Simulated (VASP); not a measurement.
Wanted: the native input for a VASP 6.6.1 run.

| Item | Value |
| --- | --- |
| Task | single point |
| Functional | PBE |
| Potentials or basis | VASP PAW PBE potentials, release 64 (Hf_pv) |
| Cutoff | 520 eV |
| k mesh | 16 × 16 × 16 |
| Occupations | fermi-dirac, width 0.08 eV |
| Spin | no spin polarisation |
| Dipole correction | no |
| Further INCAR settings | ALGO = Fast; EDIFF = 1e-06; NBANDS = 11 |

The structure of Hf lies in POSCAR:

```
Hf
1.0
   -1.7914625000      1.7914625000      1.8050000000
    1.7914625000     -1.7914625000      1.8050000000
    1.8185375000      1.8185375000     -1.8050000000
Hf
1
Direct
    0.0000000000      0.0000000000      0.0000000000
```

This isn't the form of Hf at room conditions, which is hcp.

The cell isn't the ideal one: xy shear strain of +1.5 %.

The input as run:

INCAR

```
SYSTEM = Hf
PREC = Accurate ; ENCUT = 520
EDIFF = 1E-6 ; ISMEAR = -1
SIGMA = 0.08 ; LREAL = .FALSE.
LASPH = .TRUE. ; NELM = 100
ALGO = Fast ; ISIF = 2
LWAVE = .FALSE. ; LCHARG = .FALSE.
GGA = PE ; NBANDS = 11
```

KPOINTS

```
regular mesh
0
G
  16 16 16
  0 0 0
```

Potentials or basis: VASP PAW PBE potentials, release 64 (Hf_pv).

Launch:

```console
$ cat potpaw_PBE.64/Hf_pv/POTCAR > POTCAR
$ mpirun -np 1 vasp_std > vasp.out
```

It gave:

```yaml
Pressure: -5.1 GPa
Band_gap_on_the_k_mesh: none (metal or under the smearing width)
```

Run time: 41 s on 1 thread of Intel(R) Xeon(R) 6975P-C (Granite Rapids), with other jobs on the host, peak memory 0.27 GiB.
